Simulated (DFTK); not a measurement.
Pb:

```
Pb
1.0
     3.48000    0.00000    0.00000
    -1.74000    3.01377    0.00000
     0.00000    0.00000    5.59000
Pb
2
Direct
  0.66667 0.33333 0.75000
  0.33333 0.66667 0.25000
```

This isn't the form of Pb at room conditions, which is fcc.

Base run:

```yaml
Program: DFTK 0.8.2
Functional: PBEsol
Potentials_or_basis: SG15 1.2 (PBE)
Cutoff: 1225 eV
k_mesh: 7 × 7 × 4
Occupations: fermi-dirac, width 0.05 eV
Spin: no spin polarisation
```

Its results: band gap on the k mesh none (metal or under the smearing width); pressure 0.8 GPa.

Q: After a change of settings the same cell gave: band gap on the k mesh none (metal or under the smearing width); pressure 3.7 GPa. Which change was it?
A. functional from PBEsol to r2SCAN
B. functional from PBEsol to LDA
C. functional from PBEsol to TASK
D. functional from PBEsol to SCAN

A: C.

Caveats: the potentials were made for another functional, which shifts forces and pressure; spin-orbit coupling is left out, which moves the levels of the heavy elements.
